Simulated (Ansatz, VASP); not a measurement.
# Two plane-wave programs on NaCl

INCAR

```
SYSTEM = NaCl
ALGO = Normal
EDIFF = 1E-6
ENCUT = 520
GGA = PE
ISIF = 2
ISMEAR = 0
LASPH = .TRUE.
LCHARG = .FALSE.
LREAL = .FALSE.
LWAVE = .FALSE.
NBANDS = 14
NELM = 60
PREC = Accurate
SIGMA = 0.05
```

The input KPOINTS:

```
k-points
0
G
  6 6 6
  0 0 0
```

File POSCAR:

```
NaCl
1.0
    3.5897447500      0.0000000000      0.0000000000
    0.0000000000      3.5897447500      0.0000000000
    0.0000000000      0.0000000000      3.4146352500
Na Cl
1 1
Direct
    0.0000000000      0.0000000000      0.0000000000
    0.5000000000      0.5000000000      0.5000000000
```

Input for Ansatz:

```yaml
crystal:
  lattice:
    - [3.58974475, 0.0, 0.0]
    - [0.0, 3.58974475, 0.0]
    - [0.0, 0.0, 3.41463525]
  atoms:
    - { symbol: Na, position: [0.0, 0.0, 0.0] }
    - { symbol: Cl, position: [0.5, 0.5, 0.5] }
basis:
  ecutwfc: 420
kpoints:
  mp_grid: { grid: [6, 6, 6] }
hamiltonian:
  xc: pbe
scf:
  occupations: { method: gaussian, width: 0.05 }
output:
  forces: true
  stress: true
  eigenvalues: true
```

Change from the starting cell: strain +0.025 along x and y, -0.025 along z, atoms carried along.

Alike in both runs: task single point; functional PBE; k mesh 6 × 6 × 6; occupations gaussian, width 0.05 eV; no spin polarisation.

|  | VASP | Ansatz |
| --- | --- | --- |
| version | VASP 6.6.1 | Ansatz 0.2.0 |
| potentials or method | VASP PAW PBE potentials, release 64 (Na_pv, Cl) | scalar-relativistic, plane waves, PAW |
| plane-wave cutoff (eV) | 520 | 420 |
| valence electrons in the cell | 14 | 16 |

```csv
,VASP,Ansatz,Ansatz less VASP
gap on the k mesh at the Fermi level (eV),3.66,3.66,-0.001
least direct gap on the mesh (eV),4.05,4.05,-0.001
pressure (GPa),-0.5,-0.4,+0.05
largest component of the traceless stress (GPa),2.48,2.48,+0.004
```

The two sets of potentials don't hold the same shells in valence.

A k mesh can miss the band edges.
